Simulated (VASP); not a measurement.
# Sn: relaxation of cell and atoms with PBEsol

The system is Sn.

```xyz
2
Lattice="0.0000 3.2686 3.2686 3.2686 0.0000 3.2686 3.2686 3.2686 0.0000" Properties=species:S:1:pos:R:3 pbc="T T T"
Sn    0.0000    0.0000    0.0000
Sn    1.6343    1.6343    1.6343
```

The cell was built by a generator and needn't be a form met in nature.

```
Program                : VASP 6.6.1
Task                   : relaxation of cell and atoms
Functional             : PBEsol
Potentials or basis    : VASP PAW PBE potentials, release 64 (Sn_d)
Cutoff                 : 600 eV
k mesh                 : 10 × 10 × 10
Occupations            : gaussian, width 0.03 eV
Spin                   : no spin polarisation
Further INCAR settings : ALGO = Normal; EDIFF = 1e-07; IBRION = 2; EDIFFG = -0.005; NSW = 90; ISIF = 3
```

| Item | Value |
| --- | --- |
| Pressure after relaxing | 0.0 GPa |
| Band gap on the k mesh | none (metal or under the smearing width) |

Final structure:
```xyz
2
Lattice="0.0000 3.2686 3.2686 3.2686 0.0000 3.2686 3.2686 3.2686 0.0000" Properties=species:S:1:pos:R:3 pbc="T T T"
Sn    0.0000    0.0000    0.0000
Sn    1.6343    1.6343    1.6343
```

Levels at points of the mesh, in eV from the Fermi level:
```csv
k point,band 12,band 13,band 14,band 15,band 16,band 17
"(0.00, 0.00, 0.00)",-0.77,0.16,0.16,0.16,2.22,2.22
"(0.50, 0.00, 0.00)",-6.16,-1.01,-1.01,-0.03,3.28,3.28
"(0.50, 0.50, 0.00)",-7.38,-2.32,-2.32,0.86,0.86,7.65
```

Wall time 42 s on 1 thread of AMD EPYC 9R45 96-Core Processor (Zen 5), on a shared host, peak memory 0.23 GiB.

Caveat: the relaxation stopped at its first step, so nothing moved; the PAW data sets were made with another functional, which shifts forces and pressure a little.
